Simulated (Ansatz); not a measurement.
Zincblende BaTe, relaxed with r2SCAN, was run in the PAW code Ansatz under altered settings. All numbers are computed, without spin polarisation but where a row says otherwise.

```yaml
crystal:
  lattice:
    - [0.00000, 3.91416, 3.91416]
    - [3.91416, 0.00000, 3.91416]
    - [3.91416, 3.91416, 0.00000]
  atoms:
    - { symbol: Ba, position: [0.00000, 0.00000, 0.00000] }
    - { symbol: Te, position: [0.25000, 0.25000, 0.25000] }
```

The base run's other keys:
```yaml
kpoints:
  mp_grid: { grid: [4, 4, 4] }
hamiltonian:
  xc: hse06
scf:
  occupations: { method: fixed }
  n_extra_bands: 4
```

It takes 13 iterations with 2397 plane waves at 420 eV and 8 k points, and leaves a mean stress of -0.12 GPa. The gap over this mesh is 3.312 eV. It ran on 4 threads of Arm Neoverse N1, on a shared host.

Outcomes, with energy and stress as changes against the base:
```csv
setting,outcome,ΔF (meV/atom),Δ mean stress (GPa),gap on the mesh (eV),iterations,wall time
scf.exx.singularity: regularized,converged,+0.2,0.0,3.312,13,27 s
"PBE hybrid, exx coeff 0.75, unscreened",converged,–,-0.2,6.984,17,33 s
"PBE hybrid, exx coeff 0.5, omega 0.2078 1/Å",converged,–,-0.1,4.099,15,33 s
scf.occupations: methfessel_paxton 0.5,converged,0.0,0.0,3.312,13,28 s
```
A dash marks a value that wasn't obtained or can't be compared. Stress is positive in compression. The base took 27 s.

- PBE hybrid, exx coeff 0.75, unscreened. That is 75 % exact exchange, at all ranges, against HSE06's 25 % screened at 0.208 1/Å. The mean stress moves by -0.2 GPa and the gap on the mesh by +3.672 eV (to 6.984). Totals of different functionals aren't comparable.
- PBE hybrid, exx coeff 0.5, omega 0.2078 1/Å. That is 50 % exact exchange, screened with ω = 0.2078 1/Å, against HSE06's 25 % screened at 0.208 1/Å. The mean stress moves by -0.1 GPa and the gap on the mesh by +0.787 eV (to 4.099). Totals of different functionals aren't comparable.

Within 1 meV an atom, 0.1 GPa and 0.005 eV of the base stay: scf.exx.singularity: regularized; scf.occupations: methfessel_paxton 0.5.

No spin-orbit coupling is included; it can move band edges with weight on the heavy atoms by tenths of an eV.

The stress of a hybrid is loosely converged in these runs.

The meshes of the hybrids are coarse, so their gaps aren't converged to the digits shown.
